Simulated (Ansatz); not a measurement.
**Mn3Si in Ansatz: the effect of fixed moment**

Crystal: Mn3Si.

```
Mn Si
1.0
     0.00000    2.86100    2.86100
     2.86100    0.00000    2.86100
     2.86100    2.86100    0.00000
Mn Si
3 1
Direct
  0.75000 0.75000 0.75000
  0.25000 0.25000 0.25000
  0.50000 0.50000 0.50000
  0.00000 0.00000 0.00000
```

Alike in all runs:

```yaml
Program: Ansatz 0.2.0
Task: single point
Functional: PBEsol
Potentials_or_basis: Ansatz PAW
Cutoff: "420 eV (not typed: the program's choice for these potentials)"
k_mesh: 7 × 7 × 7
Occupations: fermi-dirac, width 0.05 eV
```

| fixed moment | spin | starting moments | energy over the lowest run (meV/atom) | pressure (GPa) |
| --- | --- | --- | --- | --- |
| 0 | collinear spin, program default start | - | 87.4 | -25.0 |
| 3 | collinear spin, ferromagnetic start | [1.0, 1.0, 1.0, 0.0] μB | 0.0 | -19.5 |
| 6 | collinear spin, ferromagnetic start | [2.0, 2.0, 2.0, 0.0] μB | 167.6 | -7.5 |
| 9 | collinear spin, ferromagnetic start | [3.0, 3.0, 3.0, 0.0] μB | 433.8 | 12.4 |
| 12 | collinear spin, ferromagnetic start | [4.0, 4.0, 4.0, 0.0] μB | 1122.9 | 42.9 |
| 15 | collinear spin, ferromagnetic start | [5.0, 5.0, 5.0, 0.0] μB | 2780.9 | 88.5 |
| 18 | collinear spin, ferromagnetic start | [6.0, 6.0, 6.0, 0.0] μB | 5356.7 | 136.4 |
| 24 | collinear spin, ferromagnetic start | [8.0, 8.0, 8.0, 0.0] μB | ? | ? |

Q: What does the run with fixed moment 24 give?

A: Energy over the lowest run 13604.5 meV/atom; pressure 244.0 GPa.

Worked out: A parabola through the other rows of the energy over the lowest run, of slope 1120 meV/atom per unit of fixed moment there, extrapolates to 10811.4 meV/atom, against the run's 13604.5. A parabola through the other rows of the pressure, of slope 24.9 GPa per unit of fixed moment there, extrapolates to 266.9 GPa, against the run's 244.0.

Caveats: the total moment is fixed, so each spin has its own Fermi level; the PAW data sets come from PBE, with cores solved anew for the run's functional, which leaves a small shift of forces and pressure; the thresholds are loose for stress; a pressure of tens of GPa on the cell as given is suspect, and the run, the potentials or the cell itself is likely at fault (some runs).
